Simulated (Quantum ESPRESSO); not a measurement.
## CoO in Quantum ESPRESSO: convergence with smearing width

Input of the first run (smearing width 0.5 eV); the others differ in this setting and in those tied to it:

Contents of pw.in:

```
&CONTROL
  calculation = 'scf'
  prefix = 'pwscf'
  outdir = './tmp'
  pseudo_dir = './pseudo'
  tprnfor = .true.
  tstress = .true.
  disk_io = 'nowf'
/
&SYSTEM
  ibrav = 0
  nat = 2
  ntyp = 2
  ecutwfc = 104
  nbnd = 21
  occupations = 'smearing'
  smearing = 'mv'
  degauss = 0.03674932
  nspin = 2
  starting_magnetization(1) = 0.1176
  starting_magnetization(2) = 0
/
&ELECTRONS
  conv_thr = 4d-10
  electron_maxstep = 120
  mixing_beta = 0.3
/
ATOMIC_SPECIES
Co    58.9332 Co.upf
O     15.9990 O.upf
CELL_PARAMETERS angstrom
   2.8284500000    0.0000000000    0.0000000000
  -1.4142300000    2.4495100000    0.0000000000
   0.0000000000    0.0000000000    2.7217200000
ATOMIC_POSITIONS crystal
Co     0.0000000000    0.0000000000    0.5000000000
O      0.6666700000    0.3333300000    0.0000000000
K_POINTS automatic
11 11 10 0 0 0
```

Potentials or basis: PseudoDojo 0.4 SR PBEsol stringent.

Command:

```sh
$ OMP_NUM_THREADS=1 pw.x -in pw.in > pw.out
```

The cell was built by a generator and needn't be a form met in nature.

Hardware: 1 thread of AMD EPYC 9R45 96-Core Processor (Zen 5), with other jobs on the host.

| smearing width | energy less the tightest run, at zero smearing (meV/atom) | pressure (GPa) | absolute moment (μB) | SCF cycles | CPU time (s) | peak memory (GiB) |
| --- | --- | --- | --- | --- | --- | --- |
| 0.5 eV | -19.02 | -9.12 | 3.13 | 14 | 220 | 0.59 |
| 0.3 eV | -6.72 | -9.99 | 3.08 | 14 | 230 | 0.59 |
| 0.2 eV | -2.51 | -10.45 | 3.06 | 13 | 210 | 0.59 |
| 0.136 eV | -0.78 | -10.64 | 3.05 | 14 | 230 | 0.59 |
| 0.1 eV | -0.27 | -10.70 | 3.05 | 14 | 230 | 0.59 |
| 0.05 eV | -0.08 | -10.70 | 3.05 | 14 | 230 | 0.59 |
| 0.025 eV | -0.04 | -10.68 | 3.05 | 14 | 220 | 0.59 |
| 0.01 eV | 0.00 | -10.69 | 3.05 | 21 | 310 | 0.59 |

Against the tightest run, the energy stays within 1 meV/atom from 0.136 eV on; the pressure stays within 0.1 GPa from 0.136 eV on; the absolute moment stays within 0.02 μB from 0.2 eV on. Narrower smearing needs a denser k mesh, so at a fixed mesh the narrowest width isn't the most accurate. The tightest run that finished is the yardstick and may itself not be fully converged.

Caveat, for the tightest run too: a cell with one magnetic atom can't hold antiferromagnetic order, which such compounds often take.
